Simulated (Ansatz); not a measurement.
Si: energy along a strain

Si, I4/mmm, a = 3.239 Å, c = 2.619 Å. This isn't the element's structure at ambient conditions. Ansatz: PBE+D3(BJ), PAW, 420 eV, Γ-centred 30×30×30 mesh on 1 atom, Gaussian smearing 0.15 eV; no spin polarisation. Cell vectors (Å): -1.620 1.620 1.310; 1.620 -1.620 1.310; 1.620 1.620 -1.310. The cell is strained by x per cent times the pattern (0 0 0 0 0 1) in the order xx yy zz yz xz xy (engineering shears), with fractional coordinates held. y is the free energy over the start, V0 = 13.740 Å³/atom. Symmetry makes y even in x. Points with a strain past 8.5 % were computed too (4) and aren't used here.

| x (%) | y (meV/atom) |
| --- | --- |
| -7.50 | 15.17 |
| 0.00 | 0.00 |
| 1.87 | 1.14 |
| 3.75 | 4.32 |
| 5.62 | ? |

Q: Fit y = c2 x² + c4 x⁴ to the other rows, get the stiffness along the pattern, and predict the missing energy.

A: Least squares on the rows shown. y = 0.32059 x² − 0.00090507 x⁴. The clamped-ion stiffness p·C·p = 2 × 3.206 eV × 160.2 / 13.740 Å³ = 75 GPa, which is C66 in these axes. At x = 5.62 the fit asked for gives 9.22 meV/atom. The run gave 9.09 meV/atom, so the fit is 0.13 meV/atom too high, a small miss on the scale of the series.

The energy rises under shear in either sense, but more slowly than a parabola: energy over squared strain falls through every nonzero row, the withheld 9.09 meV/atom included. The lattice is therefore stiffest near the start and softens as it is sheared. Geometrically, the xy shear shortens half of the body-diagonal contacts and lengthens the other half, while leaving those along c unchanged. In such a densely packed, probably metallic form of silicon, the bonding is less directional than in the diamond structure, and the softening suggests that the shortened contacts partly make up for the stretched ones.

With a single atom per primitive cell, sitting on an inversion centre, homogeneous strain drives no internal displacement, so the clamped-ion 75 GPa is also the relaxed-ion value of C66. The negative quartic term describes the softening within the fitted range; the turnover it implies at larger strain is no evidence of a real barrier. A positive C66 shows resistance to this one shear only, leaving the other elastic stability conditions and the finite-wavelength phonons open.
